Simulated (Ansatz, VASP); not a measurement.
# Two plane-wave programs on CdF2

```
Cd F
1.0
     0.00000    2.72224    2.72224
     2.72224    0.00000    2.72224
     2.72224    2.72224    0.00000
Cd F
1 2
Cartesian
  0.0000 0.0000 0.0000
  1.3611 1.3611 1.3611
  4.0834 4.0834 4.0834
```

Alike in both runs: task relaxation of cell and atoms; functional PBE; k mesh 8 × 8 × 8; occupations gaussian, width 0.02 eV; no spin polarisation.

```csv
,VASP,Ansatz
version,VASP 6.6.1,Ansatz 0.2.0
potentials or method,"VASP PAW PBE potentials, release 64 (Cd, F)","scalar-relativistic, plane waves, PAW"
plane-wave cutoff (eV),600,420
valence electrons in the cell,26,34
```

```tsv
	VASP	Ansatz	Ansatz less VASP
gap on the k mesh at the Fermi level, each at its own relaxed structure (eV)	2.87	2.92	+0.043
relaxed volume (Å³/atom)	13.78	13.72	-0.057
relaxed cell length with the largest relative difference (Å)	3.881	3.876	-0.0054
energy change over the relaxation (meV/atom)	-2	-2	+0.7
```

The two sets of potentials don't hold the same shells in valence.

A k mesh can miss the band edges. PBE gaps usually lie below the measured ones, often by a third to a half. Zero-point motion and thermal expansion aren't in these numbers.
